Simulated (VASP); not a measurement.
Write the native input for VASP 6.6.1 that does the following.

| Property | Result |
| --- | --- |
| Task | single point |
| Functional | revPBE |
| Potentials or basis | VASP PAW PBE potentials, release 64 (Ge_d) |
| Cutoff | 520 eV |
| k mesh | 10 × 10 × 15 |
| Occupations | fermi-dirac, width 0.1 eV |
| Spin | no spin polarisation |
| Dipole correction | no |
| Further INCAR settings | ALGO = Fast; EDIFF = 1e-06; NBANDS = 28 |

The structure of Ge lies in POSCAR:

```
Ge
1.0
    4.9362174888      0.0000000000      0.0000000000
   -2.4681087444      4.2748897439      0.0000000000
    0.0000000000      0.0000000000      2.8047010167
Ge
3
Direct
    0.0000000000      1.0000000000      0.0000000000
    0.3333333333      0.6666666667      0.5000000000
    0.6666666667      0.3333333333      0.5000000000
```

This isn't the form of Ge at room conditions, which is diamond.

These files were run (other wordings do the same):

INCAR

```
SYSTEM = Ge
PREC = Accurate ; ENCUT = 520
EDIFF = 1E-6 ; ISMEAR = -1
SIGMA = 0.1 ; LREAL = .FALSE.
LASPH = .TRUE. ; NELM = 100
ALGO = Fast ; ISIF = 2
LWAVE = .FALSE. ; LCHARG = .FALSE.
GGA = RE ; NBANDS = 28
```

KPOINTS

```
Automatic mesh
0
G
  10 10 15
  0 0 0
```

Potentials or basis: VASP PAW PBE potentials, release 64 (Ge_d).

Run with:

```sh
$ cat potpaw_PBE.64/Ge_d/POTCAR > POTCAR
$ mpirun -np 1 vasp_std > vasp.out
```

Results of the run:

```
Pressure               : 0.2 GPa
Band gap on the k mesh : none (metal or under the smearing width)
```

Caveat: the PAW data sets were made with another functional, which shifts forces and pressure a little.

It took 2.3 min on 1 thread of Intel(R) Xeon(R) Platinum 8488C (Sapphire Rapids) (shared host), peak memory 0.27 GiB.
